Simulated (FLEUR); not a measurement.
Runs of FLEUR MaX-R8.1 (later development tree) on KCl. It takes space group Pm-3m (No. 221, cubic). Conventional cell: a = 3.839 Å, b = 3.839 Å, c = 3.839 Å, α = 90.00°, β = 90.00°, γ = 90.00°. K (site symmetry m-3m) is surrounded by 8 Cl at 3.32 Å. Around Cl (site symmetry m-3m) lie 8 K at 3.32 Å. Measurements of this composition are mostly on another form, of space group No. 225.

```tsv
task	level	max iterations	mixing factor	mixer	mixer history	density convergence	gap on the mesh (eV)
band structure	PBEsol	60	0.05	Anderson	15	1e-05 me/bohr^3	4.65
single point	PBEsol	60	0.05	Anderson	15	1e-05 me/bohr^3	4.65
band structure	r2SCAN	80	0.05	Anderson	30	0.0001 me/bohr^3	(a)
band structure	LDA	60	0.05	Anderson	15	1e-05 me/bohr^3	4.39
```

Alike in all rows: potentials or basis all-electron, FLAPW; no spin polarisation; cell as given; k mesh 7 × 7 × 7; smearing fermi-dirac 0.05 eV; kmax 4.1 1/bohr.

Task: Estimate the missing entries.

Result: (a) 5.54.

Caveats: an odd mesh through Γ misses points on the zone boundary, where band edges often lie (some runs); the meta-GGA is that of a development version, with a GGA for the radial functions and cores and without core tails (some runs).
